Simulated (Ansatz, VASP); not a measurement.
**Two plane-wave programs on BN**

The input INCAR:

```
  PREC = Accurate
  ENCUT = 520
  EDIFF = 1E-6
  ISMEAR = 0
  SIGMA = 0.01
  LREAL = F
  LASPH = T
  NELM = 80
  ALGO = Normal
  ISIF = 2
  LWAVE = F
  LCHARG = F
  GGA = PS
  NBANDS = 16
```

The input KPOINTS:

```
Automatic mesh
0
Gamma
  9 9 6
```

The input POSCAR:

```
BN
1.0
    2.5151549549      0.0000000000      0.0000000000
   -1.2575774774      2.1781880854      0.0000000000
    0.0000000000      0.0000000000      4.1606277791
B N
2 2
Direct
    0.3333333333      0.6666666667     -0.0001256023
    0.6666666667      0.3333333333      0.4998743977
    0.3333333333      0.6666666667      0.3741256023
    0.6666666667      0.3333333333      0.8741256023
```

Input for Ansatz:

```yaml
crystal:
  lattice:
    - [2.5151549549, 0.0, 0.0]
    - [-1.2575774774, 2.1781880854, 0.0]
    - [0.0, 0.0, 4.1606277791]
  atoms:
    - { symbol: B, position: [0.3333333333, 0.6666666667, -0.0001256023] }
    - { symbol: B, position: [0.6666666667, 0.3333333333, 0.4998743977] }
    - { symbol: "N", position: [0.3333333333, 0.6666666667, 0.3741256023] }
    - { symbol: "N", position: [0.6666666667, 0.3333333333, 0.8741256023] }
basis:
  ecutwfc: 600.0
kpoints:
  mp_grid: { grid: [9, 9, 6] }
  band_path:
    path:
      - [0.0, 0.0, 0.0]
      - [0.0, 0.0, 0.0]
      - [0.5, 0.0, 0.0]
      - [0.5, 0.0, 0.3986863884]
      - [0.3333333333, 0.3333333333, 0.0]
      - [0.0, 0.0, 0.5]
      - [0.0048035921, -0.0024017961, 0.0]
      - [-0.0048035921, 0.0024017961, 0.0]
      - [0.0, 0.0, 0.0079462137]
      - [0.0, 0.0, -0.0079462137]
      - [0.0048035921, -0.0024017961, 0.0]
      - [-0.0048035921, 0.0024017961, 0.0]
      - [0.0, 0.0, 0.0079462137]
      - [0.0, 0.0, -0.0079462137]
    npoints: 1
hamiltonian:
  xc: pbesol
  pseudopotentials: { kind: paw, azcp: { folder: soft_1 } }
scf:
  occupations: { method: fixed }
  n_extra_bands: 6
output:
  forces: true
  stress: true
  eigenvalues: true
```

Alike in both runs: task single point; functional PBEsol; k mesh 9 × 9 × 6; no spin polarisation.

```csv
,VASP,Ansatz
version,VASP 6.6.1,Ansatz 0.2.0
potentials or method,"VASP PAW PBE potentials, release 64 (B, N)","scalar-relativistic, plane waves, PAW"
plane-wave cutoff (eV),520,600
occupations,"gaussian, width 0.01 eV",fixed
valence electrons in the cell,16,16
```

|  | VASP | Ansatz | Ansatz less VASP |
| --- | --- | --- | --- |
| gap on the k mesh at the Fermi level (eV) | 4.88 | 4.89 | +0.013 |
| least direct gap on the mesh (eV) | 8.35 | 8.35 | +0.002 |
| pressure (GPa) | 13.2 | 12.3 | -0.93 |
| largest component of the traceless stress (GPa) | 0.12 | 0.15 | +0.036 |

Ansatz warned: «pseudo_functional_mismatch».

Caveats: the PAW data sets were made with another functional, which shifts forces and pressure a little (VASP); an odd mesh through Γ misses points on the zone boundary, where band edges often lie. Expect the measured gap to be larger: semilocal functionals such as PBEsol lack the derivative discontinuity.
